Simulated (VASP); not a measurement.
# Si (Fd-3m) in VASP: settings compared, part 2 of 2

VASP 6.6.1. The steps go on from the part before.

### Step 4. Phonons, PBE

Contents of POSCAR:

```
Si
1.0
    0.0000000000      2.7218511865      2.7218511865
    2.7218511865      0.0000000000      2.7218511865
    2.7218511865      2.7218511865      0.0000000000
Si
2
Direct
    0.5000000000      0.5000000000      0.5000000000
    0.7500000000      0.7500000000      0.7500000000
```

Contents of INCAR.step1:

```
SYSTEM = Si
ALGO = Fast
EDIFF = 1E-8
EDIFFG = -0.002
ENCUT = 600
GGA = PE
IBRION = 2
ISIF = 3
ISMEAR = -1
LASPH = .TRUE.
LCHARG = .FALSE.
LREAL = .FALSE.
LWAVE = .FALSE.
NELM = 100
NSW = 40
PREC = Accurate
SIGMA = 0.05
```

Contents of INCAR.step2:

```
SYSTEM = Si
ALGO = Fast
EDIFF = 1E-8
ENCUT = 600
GGA = PE
IBRION = 8
ISIF = 2
ISMEAR = -1
LASPH = .TRUE.
LCHARG = .FALSE.
LREAL = .FALSE.
LWAVE = .FALSE.
NELM = 100
NSW = 1
PREC = Accurate
SIGMA = 0.05
```

Contents of KPOINTS:

```
k-points
0
G
  6 6 6
  0 0 0
```

Potentials or basis: VASP PAW PBE potentials, release 64 (Si).

On the command line:

```sh
$ cat potpaw_PBE.64/Si/POTCAR > POTCAR
$ cp INCAR.step1 INCAR
$ mpirun -np 1 vasp_std > vasp.out
$ cp CONTCAR POSCAR
$ cp INCAR.step2 INCAR
$ mpirun -np 1 vasp_std > vasp.out
```

OUTCAR:

```text
SYSTEM = Si
   EDIFF = 1E-8
   ENCUT = 600
   GGA = PE
   IBRION = 8
   ISIF = 2
   ISMEAR = -1
   LASPH = .TRUE.
   LREAL = .FALSE.
   NELM = 100
   NSW = 1
   PREC = Accurate

 ion  position               nearest neighbor table
   1  0.500  0.500  0.500-   2 2.37   2 2.37   2 2.37   2 2.37
   2  0.750  0.750  0.750-   1 2.37   1 2.37   1 2.37   1 2.37

  LATTYP: Found a face centered cubic cell.
 ALAT       =     5.4698643672

  Lattice vectors:

 A1 = (   0.0000000000,   2.7349321836,   2.7349321836)
 A2 = (   2.7349321836,   0.0000000000,   2.7349321836)
 A3 = (   2.7349321836,   2.7349321836,   0.0000000000)

Analysis of symmetry for initial positions (statically):
=====================================================================
 Subroutine PRICEL returns:
 Original cell was already a primitive cell.

 Routine SETGRP: Setting up the symmetry group for a
 face centered cubic supercell.

[... 394 lines left out ...]
     0.00000  0.00898  8.58105
     0.00000  8.58105  0.00898

 INTERNAL STRAIN TENSOR FOR ION    2 for displacements in x,y,z  (eV/Angst):
          X           Y           Z          XY          YZ          ZX
  --------------------------------------------------------------------------------
  x     0.00000     0.00000     0.00000     0.00000    -8.58105     0.00000
  y     0.00000     0.00000     0.00000     0.00000     0.00000    -8.58105
  z     0.00000     0.00000     0.00000    -8.58105     0.00000     0.00000

 SECOND DERIVATIVES (NOT SYMMETRIZED)
 ------------------------------------
               1X          1Y          1Z          2X          2Y          2Z
  1X   -13.109307    0.000000    0.000000   13.109307    0.000000    0.000000
  1Y     0.000000  -13.109307    0.000000    0.000000   13.109307    0.000000
  1Z     0.000000    0.000000  -13.109307    0.000000    0.000000   13.109307
  2X    13.109307    0.000000    0.000000  -13.109307    0.000000    0.000000
  2Y     0.000000   13.109307    0.000000    0.000000  -13.109307    0.000000
  2Z     0.000000    0.000000   13.109307    0.000000    0.000000  -13.109307

 Eigenvectors and eigenvalues of the dynamical matrix
 ----------------------------------------------------

   1 f  =   15.104918 THz    94.907001 2PiTHz  503.845842 cm-1    62.468895 meV
             X         Y         Z           dx          dy          dz
      2.734932  2.734932  2.734932     0.707107   -0.000000   -0.000000
      4.102398  4.102398  4.102398    -0.707107   -0.000000    0.000000
[... 16 lines left out ...]
   5 f  =    0.000000 THz     0.000001 2PiTHz    0.000003 cm-1     0.000000 meV
             X         Y         Z           dx          dy          dz
      2.734932  2.734932  2.734932    -0.067626   -0.029879   -0.703231
      4.102398  4.102398  4.102398    -0.067626   -0.029879   -0.703231

   6 f/i=    0.000000 THz     0.000001 2PiTHz    0.000003 cm-1     0.000000 meV
             X         Y         Z           dx          dy          dz
      2.734932  2.734932  2.734932     0.183483   -0.682792    0.011366
      4.102398  4.102398  4.102398     0.183483   -0.682792    0.011366

--------------------------------------------------------------------------------------------------------

 ELASTIC MODULI CONTR FROM IONIC RELAXATION (kBar)
 Direction    XX          YY          ZZ          XY          YZ          ZX
 --------------------------------------------------------------------------------
 XX           0.0000      0.0000      0.0000      0.0000      0.0000      0.0000
 YY           0.0000      0.0000      0.0000      0.0000      0.0000      0.0000
 ZZ           0.0000      0.0000      0.0000      0.0000      0.0000      0.0000
 XY           0.0000      0.0000      0.0000   -219.9594      0.0000      0.0000
 YZ           0.0000      0.0000      0.0000      0.0000   -219.9594      0.0000
 ZX           0.0000      0.0000      0.0000      0.0000      0.0000   -219.9594
 --------------------------------------------------------------------------------
```

OSZICAR.step1:

```text
N       E                     dE             d eps       ncg     rms          rms(c)
DAV:   1     0.111703101601E+02    0.11170E+02   -0.36328E+03   256   0.898E+02
DAV:   2    -0.107130711276E+02   -0.21883E+02   -0.21683E+02   384   0.891E+01
DAV:   3    -0.110021477373E+02   -0.28908E+00   -0.28908E+00   304   0.137E+01
[... 37 lines left out ...]
RMM:   7    -0.108264560626E+02   -0.22658E-07   -0.13330E-07   255   0.352E-03    0.217E-03
RMM:   8    -0.108264560938E+02   -0.31139E-07   -0.27650E-08   199   0.162E-03    0.100E-03
RMM:   9    -0.108264559797E+02    0.11411E-06   -0.82710E-09   174   0.927E-04    0.510E-04
RMM:  10    -0.108264559683E+02    0.11314E-07   -0.19491E-09   159   0.419E-04    0.648E-04
RMM:  11    -0.108264559761E+02   -0.77185E-08   -0.61323E-10   140   0.239E-04
   3 F= -.10826456E+02 E0= -.10826443E+02  d E =-.239046E-02
```

Wall time 28 s (1 thread of Intel Xeon 6975P-C (Granite Rapids), shared host); peak memory 0.2 GiB.

What came out:

| Item | Value |
| --- | --- |
| Relaxed volume | 20.46 Å³/atom |
| Relaxed cell | a = 3.868 Å, b = 3.868 Å, c = 3.868 Å, α = 60.00°, β = 60.00°, γ = 60.00° |
| Space group after relaxing (to 0.05 Å) | Fd-3m (No. 227) |
| Highest phonon frequency at Γ | 504 cm⁻¹ |

The path:
```csv
step,energy change (eV),largest force (eV/Å),pressure (GPa),volume (Å³)
1,0.0000,0.0000,1.33,40.33
2,-0.0013,0.0000,-0.85,41.32
3,-0.0024,0.0000,0.01,40.91
```

Final structure:
```
Si
1.0
     0.00000    2.73493    2.73493
     2.73493    0.00000    2.73493
     2.73493    2.73493    0.00000
Si
2
Direct
  0.50000 0.50000 0.50000
  0.75000 0.75000 0.75000
```

Phonon frequencies in cm⁻¹ (negative: imaginary):
```csv
q point,frequencies
"(0.000, 0.000, 0.000)",0 0 0 504 504 504
```
